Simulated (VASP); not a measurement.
Set up this calculation in VASP 6.6.1, as the native input.

```
Task                   : relaxation of the atoms
Functional             : PBEsol
Potentials or basis    : VASP PAW PBE potentials, release 64 (Rb_sv)
Cutoff                 : 600 eV
k mesh                 : 10 × 10 × 10
Occupations            : methfessel-paxton, width 0.1 eV
Spin                   : no spin polarisation
Further INCAR settings : ALGO = Normal; EDIFF = 1e-07; IBRION = 2; EDIFFG = -0.01; NSW = 40
```

The structure of Rb lies in POSCAR:

```
Rb                                      
1.0
   -2.7701738591      2.7701738591      2.7701738591
    2.7701738591     -2.7701738591      2.7701738591
    2.7701738591      2.7701738591     -2.7701738591
  Rb            
     1
Direct
     0.0000000000000000    0.0000000000000000    0.0000000000000000
```

The cell isn't the ideal one: a relaxed cell with its volume scaled by 0.98.

These files were run (other wordings do the same):

INCAR

```
PREC = Accurate ; ENCUT = 600
EDIFF = 1E-7 ; ISMEAR = 1
SIGMA = 0.1 ; LREAL = F
LASPH = T ; NELM = 80
ALGO = Normal ; ISIF = 2
LWAVE = F ; LCHARG = F
GGA = PS ; IBRION = 2
NSW = 40 ; EDIFFG = -0.01
```

KPOINTS

```
Automatic mesh
0
Gamma
  10 10 10
```

Potentials or basis: VASP PAW PBE potentials, release 64 (Rb_sv).

Run with:

```bash
$ cat potpaw_PBE.64/Rb_sv/POTCAR > POTCAR
$ mpirun -np 1 vasp_std > vasp.out
```

Results of the run:

The pressure after relaxing is 0.1 GPa. The band gap on the k mesh is none (metal or under the smearing width).

Caveat: the relaxation stopped at its first step, so nothing moved; the PAW data sets were made with another functional, which shifts forces and pressure a little.

Wall time 40 s on 1 thread of Intel(R) Xeon(R) Platinum 8488C (Sapphire Rapids) (shared host), peak memory 0.24 GiB.
